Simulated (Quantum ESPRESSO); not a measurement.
CdSe, 2 atoms in the cell. The structure is cubic, space group F-43m (No. 216). Conventional cell: a = 6.141 Å, b = 6.141 Å, c = 6.141 Å, α = 90.00°, β = 90.00°, γ = 90.00°. Cd (site symmetry -43m) is surrounded by 4 Se at 2.66 Å. Se (site symmetry -43m) has 4 Cd at 2.66 Å as nearest neighbours. Measurements of this composition are mostly on another form, of space group No. 186.

```yaml
Program: Quantum ESPRESSO 7.5
Task: single point
Functional: PBE
Potentials_or_basis: SG15 PBE 1.2
Cutoff: 952 eV
Density_cutoff: 3810 eV
k_mesh: 4 × 4 × 4
Occupations: fermi-dirac, width 0.05 eV
Spin: no spin polarisation
Mixing_beta: 0.5
Most_SCF_iterations: 120
SCF_threshold: 4e-10 Ry
```

Potentials or basis: SG15 PBE 1.2.

Launch:

```sh
$ OMP_NUM_THREADS=1 mpirun -n 2 pw.x -nk 2 -in pw.in > pw.out
```

Hardware: 2 MPI ranks on Arm Neoverse V2, on a shared host.

Task: Estimate the wall time of this run.

Result: Wall time 6.7 s on 2 MPI ranks on Arm Neoverse V2, with other jobs on the host, peak memory 0.16 GiB a rank. Counts: scf iterations 10, k pools 2, bands 20, k points 8, g dense 30923.
